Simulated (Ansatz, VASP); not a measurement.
**H in VASP and in Ansatz**

INCAR

```
PREC = Accurate
ENCUT = 900
EDIFF = 1E-7
ISMEAR = -1
SIGMA = 0.05
LREAL = F
LASPH = T
NELM = 80
ALGO = Fast
ISIF = 3
LWAVE = F
LCHARG = F
GGA = PE
IBRION = 2
NSW = 60
EDIFFG = -0.005
```

The input KPOINTS:

```
regular mesh
0
Gamma
  10 10 26
```

POSCAR

```
H
1.0
    2.6496387389      0.0000000000      0.0000000000
    0.0000000000      2.6496387389      0.0000000000
    0.0000000000      0.0000000000      0.9804929200
H
1
Direct
    0.0000000000      0.0000000000      0.5000000000
```

File input.yaml:

```yaml
crystal:
  lattice:
    - [2.6496387389, 0.0, 0.0]
    - [0.0, 2.6496387389, 0.0]
    - [0.0, 0.0, 0.98049292]
  atoms:
    - { symbol: H, position: [0.0, 0.0, 0.5] }
hamiltonian:
  xc: pbe
  pseudopotentials: { kind: paw }
kpoints:
  mp_grid: { grid: [10, 10, 26] }
scf:
  occupations: { method: fermi_dirac, width: 0.05 }
output:
  forces: true
  stress: true
  eigenvalues: true
  write_density: true
  write_potential: true
  elf: true
  volumetric_format: npy
relax:
  f_tol: 0.01
  max_steps: 40
  cell: { stress_tol: 0.05 }
```

Alike in both runs: task relaxation of cell and atoms; functional PBE; k mesh 10 × 10 × 26; occupations fermi-dirac, width 0.05 eV; no spin polarisation.

|  | VASP | Ansatz |
| --- | --- | --- |
| version | VASP 6.6.1 | Ansatz 0.2.0 |
| potentials or method | VASP PAW PBE potentials, release 54 (H) | Ansatz PAW |
| plane-wave cutoff (eV) | 900 | 420 |
| valence electrons in the cell | 1 | 1 |

Ansatz gave:

| Property | Result |
| --- | --- |
| gap on the k mesh at the Fermi level, each at its own relaxed structure (eV) | none |
| relaxed volume (Å³/atom) | 11.49 |
| relaxed cell length with the largest relative difference (Å) | 3.413 |
| energy change over the relaxation (meV/atom) | -20 |

Task: Which values does VASP return?

Result: gap on the k mesh at the Fermi level, each at its own relaxed structure (eV): none; relaxed volume (Å³/atom): 11.15; relaxed cell length with the largest relative difference (Å): 3.363; energy change over the relaxation (meV/atom): -19.

A gap of «none» marks a metal or a gap that the smearing closes.

Caveats: the volume moved by over 15 % at a fixed basis, so the end points are rough; the plane-wave basis is chosen anew once the cell has moved, so the energies of steps on either side of that aren't comparable (Ansatz).
